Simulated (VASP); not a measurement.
# CsSnI₃: convergence, self-consistent run

CsSnI₃, Pm-3m (no. 221), 5 atoms in the cell. R2SCAN; PAW potentials Cs_sv, I, Sn_d (PBE set). VASP 6.6.1.

Wanted: energy within 0.2 meV/atom; levels at the zone centre within 0.003 eV.

What the run is for: comparing ways to start; Accuracy asked: tight.

Levels at the zone centre: counted from the valence top at that point.

POSCAR:
```
CsSnI3
1.0
    6.2057000000      0.0000000000      0.0000000000
    0.0000000000      6.2057000000      0.0000000000
    0.0000000000      0.0000000000      6.2057000000
Cs I Sn
1 3 1
Direct
    0.0000000000      0.0000000000      0.0000000000
    0.5000000000      0.5000000000      0.0000000000
    0.5000000000      0.0000000000      0.5000000000
    0.0000000000      0.5000000000      0.5000000000
    0.5000000000      0.5000000000      0.5000000000
```

## How the run starts (with a second run first, the time holds both)

| How the run starts (with a second run first, the time holds both) | Energy less reference (meV/atom) | Levels at the zone centre, largest deviation (eV) | Time (s) |
|---|---|---|---|
| from scratch: 24 SCF iterations | 0.00 | 0.0000 | 345 |
| PBE orbitals (WAVECAR): 12 + 11 SCF iterations | 0.00 | 0.0006 | 195 |
| PBE density (CHGCAR): 12 + 33 SCF iterations | 0.00 | 0.0001 | 433 |
| loose PBE orbitals: 9 + 10 SCF iterations | 0.00 | 0.0008 | 179 |

Chosen: loose PBE orbitals: 9 + 10 SCF iterations, the fastest of those that stay within half of the tolerance.

## All choices together

| Input | Energy less reference (meV/atom) | Levels at the zone centre, largest deviation (eV) | Time (s) |
|---|---|---|---|
| chosen settings | 0.00 | 0.0008 | 179 |
| reference settings throughout | 0.00 | 0.0000 | 345 |

The tolerance is met.

Values of the reference run: Levels at the zone centre: 0, 0, 4.978 eV from the valence top at Gamma.

## The input

INCAR.step1:
```
ISMEAR = 0
SIGMA = 0.03
LWAVE = T
LCHARG = T
ISIF = 2
PREC = Accurate
LASPH = T
LREAL = F
ALGO = Normal
EDIFF = 0.001
NELM = 120
GGA_COMPAT = F
ENCUT = 440
EFERMI = MIDGAP
GGA = PE
```

INCAR.step2:
```
METAGGA = R2SCAN
ISMEAR = 0
SIGMA = 0.03
LWAVE = F
LCHARG = F
ISIF = 2
PREC = Accurate
LASPH = T
LREAL = F
ALGO = Normal
EDIFF = 1E-6
NELM = 120
GGA_COMPAT = F
ENCUT = 440
EFERMI = MIDGAP
LMIXTAU = T
ISTART = 1
```

KPOINTS:
```
k-points
0
Gamma
  4 4 4
```

Commands (each step's output is kept before the next begins):
```
cat potpaw_PBE.64/Cs_sv/POTCAR potpaw_PBE.64/I/POTCAR potpaw_PBE.64/Sn_d/POTCAR > POTCAR
cp INCAR.step1 INCAR
mpirun -np 1 vasp_std > vasp.out
cp INCAR.step2 INCAR
mpirun -np 1 vasp_std > vasp.out
```

The chosen input took VASP 6.6.1 179 s on 1 core (AMD EPYC 9R45 (Zen 5)), a shared host.
